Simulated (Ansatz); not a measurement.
Runs of Ansatz 0.2.0 on InP. It takes space group F-43m (No. 216, cubic). Conventional cell: a = 5.861 Å, b = 5.861 Å, c = 5.861 Å, α = 90.00°, β = 90.00°, γ = 90.00°. In (site symmetry -43m) is surrounded by 4 P at 2.54 Å. Around P (site symmetry -43m) lie 4 In at 2.54 Å. 

```csv
task,level,potentials or basis,spin,k mesh,cutoff (eV),smearing,points for each segment of the path,other keys,gap on the mesh (eV),pressure (GPa)
density of states,revPBE,Ansatz PAW,"SOC, no magnetisation",8 × 8 × 8,420,gaussian 0.05 eV,-,-,(c),(b)
projected density of states,PBE0,Ansatz PAW,"SOC, no magnetisation",5 × 5 × 5,420,gaussian 0.02 eV,-,-,2.11,1.3
electron localisation function,exchange-only PBE,Ansatz PAW earlier set,off,8 × 8 × 8,620,fixed,-,-,0.68,12.3
topological invariants,PBEsol,Ansatz PAW,"SOC, no magnetisation",8 × 8 × 8,420,fixed,14,basis.ecutrho_ratio = 4,(a),0.5
```

Alike in all rows: cell as given.

Q: Fill in the values left out.

A: (a) 0.59; (b) 4.6; (c) 0.79.

Caveats: the PAW data sets come from PBE, with cores solved anew for the run's functional, which leaves a small shift of forces and pressure; odd divisions of the mesh miss points on the zone boundary, where band edges often lie, so the gap on the mesh can be too wide (some runs); the thresholds are loose for stress (some runs); spin-orbit coupling is left out, which moves the levels of the heavy elements (some runs).

A k mesh can miss the band edges, and rows without SOC leave out spin-orbit coupling on In.

The runs don't all hold the same shells in valence.

Runs at the PBE level aren't shown here.
